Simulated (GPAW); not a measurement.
A run of GPAW 26.7.0:

Contents of run.py:

```python
import numpy as np
from ase import Atoms
from ase.dft.bandgap import bandgap
from ase.io import write
from gpaw import GPAW, PW, setup_paths
from gpaw.response.df import DielectricFunction

setup_paths.insert(0, '.')

atoms = Atoms(['Ag'],
              cell=[[-1.61038051, 1.65353266, 1.61815768],
                    [1.65930705, -1.6605473, 1.67409886],
                    [1.63933048, 1.68949727, -1.62517232]],
              scaled_positions=[[0.0, 0.0, 0.0]],
              pbc=True)

calc = GPAW(mode=PW(800),
            xc='PBE',
            kpts={'size': (7, 7, 7), 'gamma': True},
            occupations={'name': 'fermi-dirac', 'width': 0.05},
            setups='sg15',
            nbands=-10,
            convergence={'density': 1e-06},
            maxiter=75,
            txt='gpaw.txt')
atoms.calc = calc
energy = atoms.get_potential_energy()
calc.write('gs.gpw')
write('result.traj', atoms)
print(f'Energy: {energy:.6f} eV')
print('Fermi level:', round(calc.get_fermi_level(), 4), 'eV')
print(f'Gap: {bandgap(calc)[0]:.4f} eV, direct: {bandgap(calc, direct=True)[0]:.4f} eV')

dense = calc.fixed_density(kpts={'size': (7, 7, 7), 'gamma': True},
                           nbands=24, convergence={'bands': 18, 'eigenstates': 1e-7},
                           update_fermi_level=True, txt='dense.txt')
dense.write('dense.gpw', mode='all')

df = DielectricFunction('dense.gpw', frequencies={'type': 'nonlinear', 'domega0': 0.1, 'omega2': 5},
                        eta=0.5, ecut=150, nbands=18, txt='df.txt')
for i, q_c in enumerate([[0.2857142857, 0.2857142857, 0.0], [0.5714285714, 0.5714285714, 0.0]]):
    eels0, eels = df.get_eels_spectrum(xc='RPA', q_c=q_c, filename=f'eels_{i}.csv')
    q = np.linalg.norm(2 * np.pi * np.array(q_c) @ atoms.cell.reciprocal())
    w = df.get_frequencies()
    print(f'|q| = {q:.4f} 1/A: loss peak at {w[eels[w < 45].argmax()]:.3f} eV (below 45 eV)')
```

Potentials or basis: SG15 ONCV 1.2, pw.

Run with:

```sh
$ OMP_NUM_THREADS=1 python run.py
```

Hardware: 1 thread of Arm Neoverse V1, on a shared host.

Problem. How long does it take, and how much memory?

Solution. Wall time 99 s on 1 thread of Arm Neoverse V1, with other jobs on the host, peak memory 0.34 GiB. Counts: scf iterations 18, plane waves 950, bands 19, k points 172.
